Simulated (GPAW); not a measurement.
# Zn15CrS16 (ZnS32 Cr1): moments or none, part 2 of 2

Wanted: the moments of Zn15CrS16 (ZnS32 Cr1) and the energy gained by spin polarisation.

GPAW 26.7.0; PBE; plane waves with GPAW's PAW setups, scalar-relativistic.

So far. Step 2 (Run 1 (ferro +)): After 42 cycles the largest moment stands at 3.21 μB.

## 3. Start 2: no spin polarisation

A run without seeds gives the energy of the state without moments.

nospin.py

```python
import json
import numpy as np
from ase import Atoms
from ase.parallel import paropen, parprint
from gpaw import GPAW

atoms = Atoms(['Cr', 'S', 'Zn', 'S', 'Zn', 'S', 'Zn', 'S', 'Zn', 'S', 'Zn', 'S', 'Zn', 'S', 'Zn', 'S', 'Zn', 'S', 'Zn', 'S', 'Zn', 'S', 'Zn', 'S', 'Zn', 'S', 'Zn', 'S', 'Zn', 'S', 'Zn', 'S'],
    cell=[[10.818, 0.0, 0.0],
         [0.0, 10.818, 0.0],
         [0.0, 0.0, 5.409]],
    scaled_positions=[[0.0, 0.0, 0.0],
         [0.125, 0.125, 0.25],
         [0.0, 0.25, 0.5],
         [0.125, 0.375, 0.75],
         [0.25, 0.0, 0.5],
         [0.375, 0.125, 0.75],
         [0.25, 0.25, 0.0],
         [0.375, 0.375, 0.25],
         [0.0, 0.5, 0.0],
         [0.125, 0.625, 0.25],
         [0.0, 0.75, 0.5],
         [0.125, 0.875, 0.75],
         [0.25, 0.5, 0.5],
         [0.375, 0.625, 0.75],
         [0.25, 0.75, 0.0],
         [0.375, 0.875, 0.25],
         [0.5, 0.0, 0.0],
         [0.625, 0.125, 0.25],
         [0.5, 0.25, 0.5],
         [0.625, 0.375, 0.75],
         [0.75, 0.0, 0.5],
         [0.875, 0.125, 0.75],
         [0.75, 0.25, 0.0],
         [0.875, 0.375, 0.25],
         [0.5, 0.5, 0.0],
         [0.625, 0.625, 0.25],
         [0.5, 0.75, 0.5],
         [0.625, 0.875, 0.75],
         [0.75, 0.5, 0.5],
         [0.875, 0.625, 0.75],
         [0.75, 0.75, 0.0],
         [0.875, 0.875, 0.25]],
    pbc=True)
atoms.calc = GPAW(mode={'name': 'pw', 'ecut': 450},
    xc='PBE',
    kpts={'size': (3, 3, 5), 'gamma': True},
    occupations={'name': 'fermi-dirac', 'width': 0.05},
    convergence={'density': 1e-05, 'energy': 1e-05},
    maxiter=200,
    mixer={'name': 'pulay', 'beta': 0.05, 'nmaxold': 6, 'weight': 50},
    symmetry={'tolerance': 1e-4},
    txt='nospin.txt')
e = atoms.get_potential_energy(force_consistent=True)
res = {'free_energy': e, 'energy_sigma0': atoms.get_potential_energy(), 'fermi_energy': atoms.calc.get_fermi_level()}
parprint(f'free energy: {e:.6f} eV')
atoms.calc.write('nospin.gpw')
with paropen('results.json', 'w') as f:
    json.dump(res, f)
```

The run is started by

```
$ OMP_NUM_THREADS=1 mpirun -n 4 gpaw python nospin.py > nospin.log
```

Numbers of over 12 decimals in the logs are rounded to 6 here.

What it wrote:

```text
free energy: -115.813592 eV

--- nospin.txt ---
Input parameters:
  mode=PW(ecut=450),
  convergence={'density': 1e-05, 'energy': 1e-05},
  kpts=MonkhorstPack(size=(3, 3, 5), gamma=True),
  maxiter=200,
  mixer=Pulay(name='pulay', nmaxold=6, beta=0.05, weight=50, sigma=0.015, g_ss=None),
  occupations=Occupations(name='fermi-dirac', width=0.05),
  symmetry=Symmetry(tolerance=0.0001),
  xc=XC(name='PBE')

Diagonalizing LCAO Hamiltonian
Converting LCAO to pw mode
        .--------------------------.
       /|                          |
      / |                          |
     /  | S             S          |
    /   |       S            S     |
   /  Zn|           Zn             |
  /    S|        S   S         S   |
 *      .--Zn------------Zn--------.
 |     / S  S         S  S        /
 | Zn /      Zn Zn         Zn    /
 |   /        S            S    /
 |  /S  Zn        ZS Zn        /
 | /     Zn            Zn     /
 |/                          /
 Cr------------Zn-----------*

Atoms  # Å, Bohr magnetons
|    | symbol |        x |        y |        z |    initial magnetic moments |
|----|--------|----------|----------|----------|-----------------------------|
|  0 |     Cr | 0.000000 | 0.000000 | 0.000000 | ( 0.0000,  0.0000,  0.0000) |
|  1 |      S | 1.352250 | 1.352250 | 1.352250 | ( 0.0000,  0.0000,  0.0000) |
|  2 |     Zn | 0.000000 | 2.704500 | 2.704500 | ( 0.0000,  0.0000,  0.0000) |
|  3 |      S | 1.352250 | 4.056750 | 4.056750 | ( 0.0000,  0.0000,  0.0000) |
|  4 |     Zn | 2.704500 | 0.000000 | 2.704500 | ( 0.0000,  0.0000,  0.0000) |
|  5 |      S | 4.056750 | 1.352250 | 4.056750 | ( 0.0000,  0.0000,  0.0000) |
|  6 |     Zn | 2.704500 | 2.704500 | 0.000000 | ( 0.0000,  0.0000,  0.0000) |
|  7 |      S | 4.056750 | 4.056750 | 1.352250 | ( 0.0000,  0.0000,  0.0000) |
|  8 |     Zn | 0.000000 | 5.409000 | 0.000000 | ( 0.0000,  0.0000,  0.0000) |
|  9 |      S | 1.352250 | 6.761250 | 1.352250 | ( 0.0000,  0.0000,  0.0000) |
| 10 |     Zn | 0.000000 | 8.113500 | 2.704500 | ( 0.0000,  0.0000,  0.0000) |
| 11 |      S | 1.352250 | 9.465750 | 4.056750 | ( 0.0000,  0.0000,  0.0000) |
| 12 |     Zn | 2.704500 | 5.409000 | 2.704500 | ( 0.0000,  0.0000,  0.0000) |
| 13 |      S | 4.056750 | 6.761250 | 4.056750 | ( 0.0000,  0.0000,  0.0000) |
| 14 |     Zn | 2.704500 | 8.113500 | 0.000000 | ( 0.0000,  0.0000,  0.0000) |
| 15 |      S | 4.056750 | 9.465750 | 1.352250 | ( 0.0000,  0.0000,  0.0000) |
| 16 |     Zn | 5.409000 | 0.000000 | 0.000000 | ( 0.0000,  0.0000,  0.0000) |
| 17 |      S | 6.761250 | 1.352250 | 1.352250 | ( 0.0000,  0.0000,  0.0000) |
| 18 |     Zn | 5.409000 | 2.704500 | 2.704500 | ( 0.0000,  0.0000,  0.0000) |
| 19 |      S | 6.761250 | 4.056750 | 4.056750 | ( 0.0000,  0.0000,  0.0000) |
| 20 |     Zn | 8.113500 | 0.000000 | 2.704500 | ( 0.0000,  0.0000,  0.0000) |
| 21 |      S | 9.465750 | 1.352250 | 4.056750 | ( 0.0000,  0.0000,  0.0000) |
| 22 |     Zn | 8.113500 | 2.704500 | 0.000000 | ( 0.0000,  0.0000,  0.0000) |
| 23 |      S | 9.465750 | 4.056750 | 1.352250 | ( 0.0000,  0.0000,  0.0000) |
| 24 |     Zn | 5.409000 | 5.409000 | 0.000000 | ( 0.0000,  0.0000,  0.0000) |
| 25 |      S | 6.761250 | 6.761250 | 1.352250 | ( 0.0000,  0.0000,  0.0000) |
| 26 |     Zn | 5.409000 | 8.113500 | 2.704500 | ( 0.0000,  0.0000,  0.0000) |
| 27 |      S | 6.761250 | 9.465750 | 4.056750 | ( 0.0000,  0.0000,  0.0000) |
| 28 |     Zn | 8.113500 | 5.409000 | 2.704500 | ( 0.0000,  0.0000,  0.0000) |
| 29 |      S | 9.465750 | 6.761250 | 4.056750 | ( 0.0000,  0.0000,  0.0000) |
| 30 |     Zn | 8.113500 | 8.113500 | 0.000000 | ( 0.0000,  0.0000,  0.0000) |
| 31 |      S | 9.465750 | 9.465750 | 1.352250 | ( 0.0000,  0.0000,  0.0000) |

Unit cell  # Å
| periodic |         x |         y |        z |   lengths |    angles |
|----------|-----------|-----------|----------|-----------|-----------|
|      yes | 10.818000 |  0.000000 | 0.000000 | 10.818000 | 90.000000 |
|      yes |  0.000000 | 10.818000 | 0.000000 | 10.818000 | 90.000000 |
|      yes |  0.000000 |  0.000000 | 5.409000 |  5.409000 | 90.000000 |

Number of symmetries: 8

BZ-sampling:
  Number of BZ points: 45
  Number of IBZ points: 9

  Monkhorst-Pack size: [3, 3, 5]
  Monkhorst-Pack shift: [0, 0, 0]

Plane wave coefficients: 13775
Cutoff: 450.000000 eV

Spin-components: 1 (collinear spins)
Bands:           174
Projectors:      176
Spin-degeneracy: 2
Datatype:        complex128

Parallelization:
  kpt:    2
  domain: 2
  band:   1

Density:
  Valence electrons: 282.0
  Components: 1
  Grid points: [54 54 27]
  Charge: 0.0  # |e|

Potential:
  Grid points: [54 54 27]

[... setups left out ...]
Reference energy: -935224.195604  # eV

eigensolver:
  PPCG
  Converge bands: occupied
  niter=2

density mixing:
  Pulay-Mixer
  Linear mixing parameters: 0.05
  Old densities: 6
  Fourier metric: weight=50, sigma=0.015

occupation numbers:
  Fermi-Dirac:
    width: 0.0500  # eV

poisson solver:
  ecut: 3600.000000  # eV

xc functional:
  name: PBE with 2 nearest neighbor stencil

convergence criteria:
- Maximum integral of absolute [dens]ity change: 1e-05 electrons / valence electron
- Maximum [total energy] change in last 3 cyles: 1e-05 eV / valence electron
- Maximum integral of absolute [eigenst]ate change: 4e-08 eV^2 / valence electron
maximum number of iterations: 200

SCF iterations
|iter     |      energy | eigst |  dens |
|---------|-------------|-------|-------|
|iter:   1|       0s | -120.533438 | +1.17 |       |
|iter:   2|      20s | -120.262467 | +0.42 | -1.15 |
|iter:   3|      39s | -117.586387 | -0.34 | -1.21 |
|iter:   4|      59s | -116.067379 | -0.11 | -1.33 |
|iter:   5|      78s | -115.965872 | -0.49 | -1.57 |
|iter:   6|      98s | -115.859869 | -1.34 | -1.61 |
|iter:   7|     118s | -115.838890 | -1.56 | -1.65 |
|iter:   8|     137s | -115.815195 | -1.98 | -1.93 |
|iter:   9|     157s | -115.822729 | -1.95 | -2.07 |
|iter:  10|     177s | -115.806919 | -2.16 | -2.54 |
[... 19 iterations left out ...]
|iter:  30|     568s | -115.806970c| -6.29 | -4.87 |
|iter:  31|     588s | -115.806973c| -6.42 | -4.78 |
|iter:  32|     608s | -115.806973c| -6.58 | -4.85 |
|iter:  33|     627s | -115.806973c| -6.69 | -4.90 |
|iter:  34|     647s | -115.806973c| -6.90 | -4.86 |
|iter:  35|     666s | -115.806972c| -7.13 | -4.83 |
|iter:  36|     676s | -115.806972c| -7.92c| -4.82 |
|iter:  37|     695s | -115.806975c| -7.11 | -4.83 |
|iter:  38|     715s | -115.806975c| -7.19 | -5.07c|
|iter:  39|     724s | -115.806975c| -8.31c| -5.37c|

Converged in 39 steps
Energy contributions relative to reference atoms: (reference = -935224.195604)

Energy contributions:
  Kinetic:         153.373733
  Coulomb:        -132.124768
  Zero:              0.458714
  External:          0.000000
  Xc:             -137.508038
  Entropy:          -0.013233
  Spinorbit:         0.000000
  ----------------------------
  Free energy:    -115.813592
  Extrapolated:   -115.806975

dipole moment: (-87.597141, -87.597141, -84.724999)  # |e|*Ang

Fermi level: 5.711
Eigenvalues  # (at kpt = [0.000, 0.000, 0.000])
| band index |      eig [eV] | occ [0-2] |
|------------|---------------|-----------|
|          0 |        -9.340 |     2.000 |
|        ... |               |           |
|        133 |         2.772 |     2.000 |
|        134 |         2.772 |     2.000 |
|        135 |         2.855 |     2.000 |
|        136 |         3.577 |     2.000 |
|        137 |         3.595 |     2.000 |
|        138 |         3.595 |     2.000 |
|        139 |         5.306 |     1.999 |
|        140 |         5.330 |     1.999 |
|        141 |         5.931 |     0.024 |
|        142 |         5.938 |     0.021 |
|        143 |         6.073 |     0.001 |
|        144 |         6.073 |     0.001 |
|        145 |         7.372 |     0.000 |
|        146 |         7.396 |     0.000 |
|        147 |         7.396 |     0.000 |
|        148 |         7.939 |     0.000 |
|        ... |               |           |
|        173 |        10.498 |     0.000 |

Gap: 0.364 eV
Transition (v -> c):
  (s=0, k=2, n=140, [0.00, 0.00, 0.40]) -> (s=0, k=6, n=141, [0.33, 0.33, 0.00])
Direct/indirect transitions are different
Direct gap: 0.478 eV
Transition at: (s=0, k=8, n=140, [0.33, 0.33, 0.40])
```

It took 13 min on 4 MPI ranks of Arm Neoverse V1, shared host; peak memory 1.8 GiB; 50 min of CPU time.

Read from the output:

| Item | Value |
| --- | --- |
| final state | non-magnetic (no spin polarisation) |

It lies 1413 meV a seeded atom over the first start.

## 4. The states side by side

These are free energies at a smearing of 0.05 eV, so its entropy term is in the differences. They are divided by the number of seeded atoms, so that cells of unlike size compare.

Orders:

```
               start    final state  typed order kept  energy over the lowest (meV a seeded atom)  largest site moment (μB)  net moment (μB a primitive cell)  mesh matched  CPU time (s)
             ferro +  ferromagnetic               yes                                           0                     3.212                                 4           yes          6364
no spin polarisation   non-magnetic                 -                                        1413                         0                                 0           yes          3019
```

## 5. Results

```json
{
 "lower run": "with moments",
 "largest site moment": "3.21 μB",
 "energy gained by spin polarisation": "1413 meV a seeded atom"
}
```

In words: The crystal holds moments, up to 3.21 μB, and gains 1413 meV a seeded atom by them. No antiferromagnetic order was tried, so the session says nothing on how the moments order.

[Logs and program files are shortened in this print: banners, set-up blocks, solver, clock and traceback lines can be left out without a mark of their own.]

[Logs are printed without paths, hosts, clocks, repeated set-up lines and the standing remarks that a program may print on its own settings, such as how far it seeks lower states.]

[Hosts, paths, dates, database ids (printed as entryN), source tags and the programs' standing remarks are cut or masked in the printed files.]

[Where a cell is said to come from a database of computed structures, the database is the Materials Project.]
